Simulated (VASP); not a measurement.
# A VASP 6.6.1 single-point calculation on CaSe

INCAR

```
LWAVE = .FALSE.
NELM = 97
NELECT = 15.98
ENCUT = 520
SIGMA = 0.02
EDIFF = 1E-7
LCHARG = .FALSE.
LREAL = .FALSE.
NSW = 0
LASPH = .TRUE.
ISMEAR = -1
IBRION = -1
PREC = Accurate
NBANDS = 15
ISIF = 2
GGA = PE
```

KPOINTS

```
KPOINTS created by Atomic Simulation Environment
0
Gamma
8 8 8
0 0 0
```

POSCAR

```
Ca Se
 1.0000000000000000
     0.0000000000000000    3.0829675417000000    2.9675306013000000
     3.0829675417000000    0.0000000000000000    2.9675306013000000
     3.0829675417000000    3.0829675417000000    0.0000000000000000
 Ca  Se
   1   1
Cartesian
  0.0000000000000000  0.0000000000000000  0.0000000000000000
  3.0829675416999995  3.0829675416999995  2.9675306013000000
```

The recommended PBE PAW datasets give the neutral cell 16 valence electrons.

Command

```
mpirun -np 1 vasp_std
```

Task: Predict the outcome of this run.

Result: It converged. Results: pressure -2.8 GPa.

OSZICAR

```
N       E                     dE             d eps       ncg     rms          rms(c)
DAV:   1     0.103822095781E+03    0.10382E+03   -0.69408E+03  1770   0.906E+02
DAV:   2    -0.492907854628E+01   -0.10875E+03   -0.10356E+03  2190   0.239E+02
DAV:   3    -0.941824314404E+01   -0.44892E+01   -0.44475E+01  2502   0.458E+01
DAV:   4    -0.962823125761E+01   -0.20999E+00   -0.20986E+00  2408   0.838E+00
DAV:   5    -0.963098815325E+01   -0.27569E-02   -0.27568E-02  2419   0.857E-01    0.427E+00
DAV:   6    -0.948328471418E+01    0.14770E+00   -0.21157E-01  2113   0.238E+00    0.251E+00
DAV:   7    -0.947845790391E+01    0.48268E-02   -0.10586E-01  2296   0.199E+00    0.831E-01
DAV:   8    -0.948319008173E+01   -0.47322E-02   -0.14013E-02  1826   0.867E-01    0.122E-01
DAV:   9    -0.948327418884E+01   -0.84107E-04   -0.85106E-04  2341   0.261E-01    0.557E-02
DAV:  10    -0.948342100161E+01   -0.14681E-03   -0.21203E-04  1889   0.885E-02    0.150E-02
DAV:  11    -0.948344478902E+01   -0.23787E-04   -0.51913E-05  2134   0.587E-02    0.127E-02
DAV:  12    -0.948344343737E+01    0.13516E-05   -0.25591E-06  2157   0.105E-02    0.642E-03
DAV:  13    -0.948344290817E+01    0.52920E-06   -0.16916E-06  2239   0.768E-03    0.895E-04
DAV:  14    -0.948344295625E+01   -0.48076E-07   -0.45932E-08  1256   0.145E-03
   1 F= -.94834430E+01 E0= -.94831704E+01  d E =-.545023E-03
```

The cell is charged and sits in a uniform background.

For comparison, a separate PBE run of the intended cell, on usual settings and not on those above, gives a gap of 2.19 eV on its mesh and a pressure of -2.4 GPa.
